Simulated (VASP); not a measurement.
# SiC in VASP 6.6.1, single-point calculation

INCAR

```
NBANDS = 11
LWAVE = .FALSE.
LCHARG = .FALSE.
NELECT = 12
ISMEAR = -1
NELM = 96
ISIF = 2
IBRION = -1
EDIFF = 1E-7
PREC = Accurate
LREAL = .FALSE.
ENCUT = 520
SIGMA = 0.02
GGA = PS
NSW = 0
LASPH = .TRUE.
```

KPOINTS

```
KPOINTS created by Atomic Simulation Environment
0
Gamma
8 8 8
0 0 0
```

POSCAR

```
Si C
 1.0000000000000000
     2.5615999999999999   -0.0119000000000000    0.0189000000000000
    -0.0119000000000000    2.6095999999999999    0.0479000000000000
     0.0189000000000000    0.0479000000000000    2.5863999999999998
 Si  C
   1   1
Cartesian
  2.5633032199999999  0.0670201200000000  2.5855761399999997
  1.2620504399999999  1.3677491400000001  1.3251922199999999
```

The recommended PBE PAW datasets give the neutral cell 8 valence electrons.

Command

```
mpirun -np 1 vasp_std
```

OSZICAR

```
N       E                     dE             d eps       ncg     rms          rms(c)
DAV:   1     0.812086841701E+02    0.81209E+02   -0.65045E+03  6056   0.999E+02
DAV:   2     0.493777779831E+02   -0.31831E+02   -0.29878E+02  7412   0.162E+02
DAV:   3     0.483555314942E+02   -0.10222E+01   -0.99845E+00  7202   0.231E+01
DAV:   4     0.483518122541E+02   -0.37192E-02   -0.37174E-02  6332   0.151E+00
DAV:   5     0.483517934744E+02   -0.18780E-04   -0.18777E-04  7004   0.844E-02    0.144E+01
DAV:   6     0.474310702661E+02   -0.92072E+00   -0.11843E+01  6230   0.243E+01    0.480E+00
DAV:   7     0.474887529378E+02    0.57683E-01   -0.37147E-01  6706   0.530E+00    0.329E+00
DAV:   8     0.475248020369E+02    0.36049E-01   -0.50844E-02  6565   0.156E+00    0.343E-01
DAV:   9     0.475267732004E+02    0.19712E-02   -0.71584E-03  6573   0.608E-01    0.108E-01
DAV:  10     0.475268057124E+02    0.32512E-04   -0.64501E-04  6971   0.190E-01    0.386E-02
DAV:  11     0.475268285686E+02    0.22856E-04   -0.43500E-05  6554   0.490E-02    0.125E-02
DAV:  12     0.475268288333E+02    0.26478E-06   -0.12287E-06  6906   0.103E-02    0.282E-03
DAV:  13     0.475268288410E+02    0.76320E-08   -0.60485E-08  3897   0.175E-03
   1 F= 0.47526829E+02 E0= 0.47527382E+02  d E =-.110688E-02
```

Standard output (part)

```
POSCAR found type information on POSCAR SiC
 POSCAR found :  2 types and       2 ions
 LDA part: xc-table for (Slater+PW92), standard interpolation
 POSCAR, INCAR and KPOINTS ok, starting setup
 WAVECAR not read
 entering main loop
 the old and the new charge density differ
    0.144E+01
```

It converged. Results: pressure 672.8 GPa; largest force 0.22 eV/Å.

Problem. What is wrong with this input?

Solution. Wrong number of electrons. On sound settings PBEsol gives a gap of -4.25 eV on its mesh and a pressure of 8.0 GPa for the intended cell.
